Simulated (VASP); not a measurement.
C, 2 atoms in the cell. The structure is monoclinic, space group C2/m (No. 12). Conventional cell: a = 4.255 Å, b = 2.457 Å, c = 3.765 Å, α = 90.00°, β = 111.49°, γ = 90.00°. Around C (site symmetry m) lie 3 C at 1.42 Å. This is a stacking variant of graphite.

```yaml
Program: VASP 6.6.1
Task: single point
Functional: PBE0(alpha)
Potentials_or_basis: VASP PAW PBE potentials, release 64 (C)
Cutoff: 520 eV
k_mesh: 7 × 7 × 4
Occupations: fermi-dirac, width 0.05 eV
Spin: no spin polarisation
Share_of_exact_exchange: 0.5
Grid_for_exact_exchange_PRECFOCK: Fast
Exchange_at_q_=_0: truncated
Further_INCAR_settings: ALGO = Normal; EDIFF = 1e-07; NBANDS = 11
```

Potentials or basis: VASP PAW PBE potentials, release 64 (C).

Launch:

```bash
$ cat potpaw_PBE.64/C/POTCAR > POTCAR
$ cp INCAR.step1 INCAR
$ mpirun -np 1 vasp_std > vasp.out
$ cp INCAR.step2 INCAR
$ mpirun -np 1 vasp_std > vasp.out
```

Hardware: 1 thread of Intel(R) Xeon(R) Platinum 8375C CPU @ 2.90GHz (Ice Lake), on a shared host.

How long does it take, and how much memory?

Wall time 4.7 min on 1 thread of Intel(R) Xeon(R) Platinum 8375C CPU @ 2.90GHz (Ice Lake) (shared host), peak memory 0.13 GiB. Counts: scf iterations 11, k points 60.
